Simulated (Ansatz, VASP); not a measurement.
TaN in VASP and in Ansatz

```
Ta N
1.0
     2.92852    0.00000    0.00000
    -1.46426    2.53617    0.00000
     0.00000    0.00000    2.88079
Ta N
1 1
Direct
  0.33333 0.66667 0.50000
  0.00000 0.00000 0.00000
```

Alike in both runs: functional PBE; dispersion D3(BJ); k mesh 18 × 18 × 14; occupations gaussian, width 0.1 eV; no spin polarisation.

Ansatz relaxed the structure, and its values are those at the end. VASP's run is a single point on that final structure, the one shown.

```csv
,VASP,Ansatz
version,VASP 6.6.1,Ansatz 0.2.0
potentials or method,"VASP PAW PBE potentials, release 64 (Ta_pv, N)","scalar-relativistic, plane waves, PAW"
plane-wave cutoff (eV),520,420
valence electrons in the cell,16,18
```

VASP gave:

- gap on the k mesh at the Fermi level (eV): none
- pressure (GPa): 0.7

Problem. Which values does Ansatz return?

Solution. gap on the k mesh at the Fermi level (eV): none; pressure (GPa): 0.0.

A gap of «none» marks a metal or a gap that the smearing closes. The two sets of potentials don't hold the same shells in valence.

Caveats: pairwise dispersion overbinds metals, which lowers pressure and volume. Spin-orbit coupling is left out, which matters for the levels of Ta.
